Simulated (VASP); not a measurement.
Here is a VASP 6.6.1 calculation.

File INCAR:

```
SYSTEM = SiNi3
PREC = Accurate ; ENCUT = 600
EDIFF = 1E-6 ; ISMEAR = -1
SIGMA = 0.05 ; LREAL = .False.
LASPH = .True. ; NELM = 120
ALGO = Normal ; ISIF = 3
LWAVE = .False. ; LCHARG = .False.
ISPIN = 2 ; MAGMOM = 1 1 1 0
LORBIT = 11 ; LMAXMIX = 4
IBRION = 2 ; NSW = 60
EDIFFG = -0.01 ; KPAR = 2
```

The input KPOINTS:

```
Automatic mesh
0
Gamma
  8 8 8
  0 0 0
```

Contents of POSCAR:

```
SiNi3
1.0
    3.5420000000      0.0000000000      0.0000000000
    0.0000000000      3.5420000000      0.0000000000
    0.0000000000      0.0000000000      3.5420000000
Ni Si
3 1
Direct
    0.5000000000      0.5000000000      0.0000000000
    0.5000000000      0.0000000000      0.5000000000
    0.0000000000      0.5000000000      0.5000000000
    0.0000000000      0.0000000000      0.0000000000
```

Potentials or basis: VASP PAW LDA potentials, release 64 (Ni, Si).

Launch:

```sh
$ cat potpaw_LDA.64/Ni/POTCAR potpaw_LDA.64/Si/POTCAR > POTCAR
$ mpirun -np 2 vasp_std > vasp.out
```

Question: Estimate the space group after relaxing (to 0.05 Å).

Answer: Pm-3m (No. 221).

Question: Predict the relaxed volume.

Answer: 10.08 Å³/atom.

Question: What does it give for the relaxed cell?

Answer: a = 3.429 Å, b = 3.429 Å, c = 3.429 Å, α = 90.00°, β = 90.00°, γ = 90.00°.

The path:
| step | energy change (eV) | largest force (eV/Å) | pressure (GPa) | volume (Å³) |
| --- | --- | --- | --- | --- |
| 1 | 0.0000 | 0.0000 | -19.82 | 44.44 |
| 2 | 0.1391 | 0.0000 | 36.07 | 36.17 |
| 3 | -0.2818 | 0.0000 | -0.49 | 40.40 |
| 4 | -0.2819 | 0.0000 | -0.05 | 40.32 |

LDA usually gives volumes a few per cent too small. Zero-point motion and thermal expansion aren't in these numbers.
